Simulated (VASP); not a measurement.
# KMgF3 (P4mm) in VASP: notebook

Runs on KMgF3. Level: PBEsol. Tasks: single point.

Everything below comes from runs of VASP 6.6.1. Logs are shortened: lines on timing, memory, paths and dates and some standing lists are left out, and cuts for length are marked.

### 1 The cell of the first run

Symmetry: P4mm, No. 99, tetragonal system. Conventional cell: a = 3.986 Å, b = 3.986 Å, c = 3.986 Å, α = 90.00°, β = 90.00°, γ = 90.00°. K (site symmetry 4mm) is surrounded by 8 F at 2.61 to 2.83 Å. Mg (site symmetry 4mm) is surrounded by 6 F at 1.99 Å. Around F (site symmetry 2mm) lie 2 Mg at 1.99 Å. F (site symmetry 4mm) has 2 Mg at 1.99 Å as nearest neighbours.

### 2 Single point, PBEsol (atom 1 (K) moved by (-0.300, +0.000) A along y and z)

INCAR reads:

```
PREC = Accurate
ENCUT = 520
EDIFF = 1E-6
ISMEAR = 0
SIGMA = 0.05
LREAL = False
LASPH = True
NELM = 100
ALGO = Fast
ISIF = 2
LWAVE = False
LCHARG = False
GGA = PS
NBANDS = 24
```

KPOINTS reads:

```
regular mesh
0
Gamma
  6 6 6
```

POSCAR reads:

```
KMgF3
1.0
    3.9859000000      0.0000000000      0.0000000000
    0.0000000000      3.9859000000      0.0000000000
    0.0000000000      0.0000000000      3.9859000000
K Mg F
1 1 3
Direct
    0.5000000000      0.4247346898      0.5000000000
    0.0000000000      0.0000000000      0.0000000000
    0.5000000000      0.0000000000      0.0000000000
    0.0000000000      0.5000000000      0.0000000000
    0.0000000000      0.0000000000      0.5000000000
```

Potentials or basis: VASP PAW PBE potentials, release 64 (K_sv, Mg, F).

On the command line:

```
$ cat potpaw_PBE.64/K_sv/POTCAR potpaw_PBE.64/Mg/POTCAR potpaw_PBE.64/F/POTCAR > POTCAR
$ mpirun -np 1 vasp_std > vasp.out
```

OUTCAR:

```text
PREC = Accurate
   ENCUT = 520
   EDIFF = 1E-6
   ISMEAR = 0
   LREAL = False
   LASPH = True
   NELM = 100
   ISIF = 2
   GGA = PS

 ion  position               nearest neighbor table
   1  0.500  0.425  0.500-   3 2.61   5 2.61   3 2.61   5 2.61   4 2.83   4 2.83   4 2.83   4 2.83
                             2 3.29   2 3.29   2 3.29   2 3.29   2 3.63   2 3.63   2 3.63   2 3.63
   2  0.000  0.000  0.000-   3 1.99   4 1.99   5 1.99   5 1.99   4 1.99   3 1.99   1 3.29   1 3.29
                             1 3.29   1 3.29   1 3.63   1 3.63   1 3.63   1 3.63
   3  0.500  0.000  0.000-   2 1.99   2 1.99   1 2.61   1 2.61
   4  0.000  0.500  0.000-   2 1.99   2 1.99   1 2.83   1 2.83   1 2.83   1 2.83
   5  0.000  0.000  0.500-   2 1.99   2 1.99   1 2.61   1 2.61

  LATTYP: Found a simple cubic cell.
 ALAT       =     3.9859000000

  Lattice vectors:

 A1 = (   3.9859000000,   0.0000000000,   0.0000000000)
 A2 = (   0.0000000000,   3.9859000000,   0.0000000000)
 A3 = (   0.0000000000,   0.0000000000,   3.9859000000)

Analysis of symmetry for initial positions (statically):
=====================================================================
 Subroutine PRICEL returns:
 Original cell was already a primitive cell.

 Routine SETGRP: Setting up the symmetry group for a
 simple cubic supercell.

 Subroutine GETGRP returns: Found  8 space group operations
 (whereof  8 operations were pure point group operations)
 out of a pool of 48 trial point group operations.

The static configuration has the point symmetry C_4v.

Analysis of symmetry for dynamics (positions and initial velocities):
=====================================================================
 Subroutine PRICEL returns:
 Original cell was already a primitive cell.

 Routine SETGRP: Setting up the symmetry group for a
 simple cubic supercell.

 Subroutine GETGRP returns: Found  8 space group operations
 (whereof  8 operations were pure point group operations)
 out of a pool of 48 trial point group operations.

The dynamic configuration has the point symmetry C_4v.

 Subroutine INISYM returns: Found  8 space group operations
 (whereof  8 operations are pure point group operations),
 and found     1 'primitive' translations

----------------------------------------------------------------------------------------

                                     Primitive cell

  volume of cell :      63.3256

  direct lattice vectors                    reciprocal lattice vectors
     3.985900000  0.000000000  0.000000000     0.250884367  0.000000000  0.000000000
     0.000000000  3.985900000  0.000000000     0.000000000  0.250884367  0.000000000
[... 94 lines left out ...]
   NSW    =      0    number of steps for IOM
   IBRION =     -1    ionic relax: 0-MD 1-quasi-New 2-CG
   NFREE  =      0    steps in history (QN), initial steepest desc. (CG)
   ISIF   =      2    stress and relaxation
   ISYM   =      2    0-nonsym 1-usesym 2-fastsym
   POTIM  = 0.5000    time-step for ionic-motion
   TEBEG  =    0.0;   TEEND  =   0.0 temperature during run
   PSTRESS=    0.0 pullay stress
   NELECT =      32.0000    total number of electrons
   NUPDOWN=      -1.0000    fix difference up-down
   EMIN   =  10.00;   EMAX   =-10.00  energy-range for DOS
   EFERMI =   0.00;   METHOD = LEGACY
   ISMEAR =     0;   SIGMA  =   0.05  broadening in eV -4-tet -1-fermi 0-gaus
   EFERMI_NEDOS =   21; number of points for ismear=-14 and -15
   IALGO  =     68    algorithm
   IMIX   =      4    mixing-type and parameters
     AMIX     =   0.40;   BMIX     =  1.00
     AMIX_MAG =   1.60;   BMIX_MAG =  1.00
  volume/ion in A,a.u.               =      12.67        85.47
  Fermi-wavevector in a.u.,A,eV,Ry     =   1.303962  2.464132 23.134232  1.700318
  Thomas-Fermi vector in A             =   2.434930
   LORBIT       =      0    0 simple, 1 ext, 2 COOP (PROOUT), +10 PAW based schemes
   GGA     = PS    functional components
   LHFCALC =     F    Hartree Fock is set to
   AEXX    =    0.0000 exact exchange contribution
   IVDW    =     0    specifies the selected vdW correction
   LEPSILON=     F    determine dielectric tensor
   LRPA    =     F    only Hartree local field effects (RPA)
 non-spin polarized calculation
 RMM-DIIS sequential band-by-band and
 Gauss-broadening in eV      SIGMA  =   0.05
  energy-cutoff  :      520.00
  volume of cell :       63.33
 maximum number of plane-waves:      1743
 NGX is ok and might be reduce to    30
   NGX = 15   NGY = 15   NGZ = 15

 number of electron      31.9999960 magnetization

 Free energy of the ion-electron system (eV)
  ---------------------------------------------------
  ext. energy  EPLUGINS =         0.00000000
  ---------------------------------------------------
  free energy    TOTEN  =       -25.16000701 eV

  energy without entropy =      -25.16000701  energy(sigma->0) =      -25.16000701

 E-fermi :  -1.3995     XC(G=0):  -9.9232

 val. band max:       -1.7201401722   @ k =   0.5000   0.5000   0.5000
 cond. band min:       5.4107937920   @ k =   0.0000   0.0000   0.0000
 fundamental gap:      7.1309339642
 Fermi energy:        -1.3994689066

 k-point     1 :       0.0000    0.0000    0.0000
  band No.  band energies     occupation
      1     -27.1360      2.00000
      2     -21.7418      2.00000
      3     -21.1112      2.00000
      4     -21.0511      2.00000
      5     -10.7205      2.00000
      6     -10.7205      2.00000
[... 637 lines left out ...]
     23      12.4599      0.00000
     24      13.9023      0.00000

 [... further k-points ...]
[... 5 lines left out ...]
  --------------------------------------------------------------------------------------
  -------------------------------------------------------------------------------------
  Total        0.4159524      0.3206552      0.4159524      0.0000000     -0.0000000      0.0000000
  in kB       10.5238588      8.1127800     10.5238588      0.0000000     -0.0000000      0.0000000
  external PRESSURE =       9.7201659 kB  Pullay stress =       0.0000000 kB

 VOLUME and BASIS-vectors are now :
 -----------------------------------------------------------------------------
  energy-cutoff  :      520.00
  volume of cell :       63.33
      direct lattice vectors                 reciprocal lattice vectors
     3.985900000  0.000000000  0.000000000     0.250884367  0.000000000  0.000000000
     0.000000000  3.985900000  0.000000000     0.000000000  0.250884367  0.000000000
     0.000000000  0.000000000  3.985900000     0.000000000  0.000000000  0.250884367

 POSITION                                       TOTAL-FORCE (eV/Angst)
 -----------------------------------------------------------------------------------
      1.99295      1.69295      1.99295         0.000000      0.716216      0.000000
      0.00000      0.00000      0.00000         0.000000     -0.348484     -0.000000
      1.99295      0.00000      0.00000        -0.000000     -0.122635     -0.000000
      0.00000      1.99295      0.00000        -0.000000     -0.122461     -0.000000
      0.00000      0.00000      1.99295         0.000000     -0.122635     -0.000000
 -----------------------------------------------------------------------------------
    total drift:                                0.000000     -0.003213      0.000000

  FREE ENERGIE OF THE ION-ELECTRON SYSTEM (eV)
  ---------------------------------------------------
  free  energy   TOTEN  =       -25.1600070140 eV

  energy  without entropy=      -25.1600070140  energy(sigma->0) =      -25.16000701
```

OSZICAR:

```text
N       E                     dE             d eps       ncg     rms          rms(c)
DAV:   1     0.216066259120E+03    0.21607E+03   -0.17311E+04  2016   0.128E+03
DAV:   2    -0.156584093005E+02   -0.23172E+03   -0.22289E+03  2512   0.340E+02
DAV:   3    -0.266760767999E+02   -0.11018E+02   -0.10966E+02  2832   0.678E+01
DAV:   4    -0.270477210953E+02   -0.37164E+00   -0.37159E+00  2560   0.785E+00
DAV:   5    -0.270498587705E+02   -0.21377E-02   -0.21377E-02  2640   0.646E-01    0.828E+00
RMM:   6    -0.251783755515E+02    0.18715E+01   -0.55957E+00  2280   0.133E+01    0.388E+00
RMM:   7    -0.251689715937E+02    0.94040E-02   -0.30098E-01  2471   0.288E+00    0.252E+00
RMM:   8    -0.251609217845E+02    0.80498E-02   -0.79062E-02  2477   0.246E+00    0.393E-01
RMM:   9    -0.251595086185E+02    0.14132E-02   -0.97780E-03  2776   0.605E-01    0.190E-01
RMM:  10    -0.251599053171E+02   -0.39670E-03   -0.74143E-03  2678   0.522E-01    0.130E-01
RMM:  11    -0.251599016588E+02    0.36583E-05   -0.12238E-03  2887   0.204E-01    0.392E-02
RMM:  12    -0.251599902373E+02   -0.88578E-04   -0.64837E-04  2926   0.149E-01    0.480E-02
RMM:  13    -0.251599854173E+02    0.48200E-05   -0.26962E-04  2953   0.883E-02    0.119E-02
RMM:  14    -0.251599977045E+02   -0.12287E-04   -0.10468E-04  3042   0.449E-02    0.566E-03
RMM:  15    -0.251600034063E+02   -0.57019E-05   -0.37174E-05  2719   0.252E-02    0.188E-03
RMM:  16    -0.251600055571E+02   -0.21508E-05   -0.15345E-05  2482   0.151E-02    0.228E-03
RMM:  17    -0.251600065650E+02   -0.10078E-05   -0.66540E-06  2244   0.983E-03    0.397E-03
RMM:  18    -0.251600070140E+02   -0.44906E-06   -0.31898E-06  1825   0.647E-03
   1 F= -.25160007E+02 E0= -.25160007E+02  d E =-.183710E-20
```

stdout:

```text
POSCAR found type information on POSCAR K MgF
 POSCAR found :  3 types and       5 ions
 scaLAPACK will be used
 -----------------------------------------------------------------------------
|                                                                             |
|                                                                             |
|     You enforced a specific xc type in the INCAR file but a different       |
|     I HOPE YOU KNOW WHAT YOU ARE DOING!                                     |
|                                                                             |
 -----------------------------------------------------------------------------

 LDA part: xc-table for (Slater+PW92), standard interpolation
 POSCAR, INCAR and KPOINTS ok, starting setup
 FFT: planning ... GRIDC
 FFT: planning ... GRID_SOFT
 FFT: planning ... GRID
 WAVECAR not read
 entering main loop
WARNING in EDDRMM: call to ZHEGV failed, returncode =   6  3     21
WARNING in EDDRMM: call to ZHEGV failed, returncode =   6  3     24
WARNING in EDDRMM: call to ZHEGV failed, returncode =   8  4     24
```

Run time: 38 s. Hardware: 1 thread of AMD EPYC 9R45 (Zen 5), shared host; peak memory 0.17 GiB.

Results:

```
Free energy            : -25.1600 eV
Pressure               : 1.0 GPa
Largest force          : 0.716 eV/Å
Band gap on the k mesh : 7.13 eV, indirect (least direct gap 7.46 eV)
```

Forces on the atoms (eV/Å):
```
K    0.000  0.716  0.000
Mg   0.000 -0.348  0.000
F    0.000 -0.123  0.000
F    0.000 -0.122  0.000
F    0.000 -0.123  0.000
```

Stress tensor (GPa, compression positive):
```
1.05 0.00 0.00
0.00 0.81 0.00
0.00 0.00 1.05
```

Caveat: the PAW data sets were made with another functional, which shifts forces and pressure a little.

### 3 Single point, PBEsol (atom 1 (K) moved by (-0.300, -0.300) A along y and z)

INCAR reads:

```
ALGO = Normal
EDIFF = 1E-7
ENCUT = 520
GGA = PS
ISIF = 2
ISMEAR = 0
LASPH = T
LCHARG = F
LREAL = F
LWAVE = F
NBANDS = 24
NELM = 100
PREC = Accurate
SIGMA = 0.05
```

KPOINTS reads:

```
k-points
0
Gamma
  6 6 6
```

POSCAR: that of step 2 with these lines changed.

```diff
@@ -8,3 +8,3 @@
 Direct
-    0.5000000000      0.4247346898      0.5000000000
+    0.5000000000      0.4247346898      0.4247346898
     0.0000000000      0.0000000000      0.0000000000
```

Potentials or basis: VASP PAW PBE potentials, release 64 (K_sv, Mg, F).

On the command line:

```
$ cat potpaw_PBE.64/K_sv/POTCAR potpaw_PBE.64/Mg/POTCAR potpaw_PBE.64/F/POTCAR > POTCAR
$ mpirun -np 1 vasp_std > vasp.out
```

Wall time 34 s (1 thread of AMD EPYC 9R45 (Zen 5), shared host); peak memory 0.19 GiB.

Results (log left out):

* Free energy: -25.0255 eV
* Pressure: 2.2 GPa
* Largest force: 1.331 eV/Å
* Band gap on the k mesh: 7.12 eV, indirect (least direct gap 7.46 eV)

Forces on the atoms (eV/Å):
```
K    0.000  0.941  0.941
Mg   0.000 -0.384 -0.384
F    0.000 -0.345 -0.345
F    0.000 -0.112 -0.100
F    0.000 -0.100 -0.112
```

Stress tensor (GPa, compression positive):
```
2.10 0.00 0.00
0.00 2.26 2.23
0.00 2.23 2.26
```

Levels at points of the mesh, in eV from the valence-band top:
```tsv
k point	band 13	band 14	band 15	band 16	band 17	band 18	band 19	band 20
(0.00, 0.00, 0.00)	-0.69	-0.38	-0.36	-0.33	7.12	10.22	10.24	12.15
(0.50, 0.00, 0.00)	-0.89	-0.76	-0.56	-0.48	9.85	10.18	11.05	12.23
(0.00, 0.50, 0.00)	-0.91	-0.79	-0.58	-0.55	9.95	10.24	11.20	12.57
(0.50, 0.50, 0.00)	-1.06	-0.86	-0.84	-0.09	10.73	11.42	12.10	12.43
(0.00, 0.50, 0.50)	-0.99	-0.99	-0.89	0.00	10.62	11.72	12.25	12.34
(0.50, 0.50, 0.50)	-1.16	-0.13	-0.06	-0.02	10.35	10.52	10.53	12.94
```

Caveat: the PAW data sets were made with another functional, which shifts forces and pressure a little. A k mesh can miss the band edges.
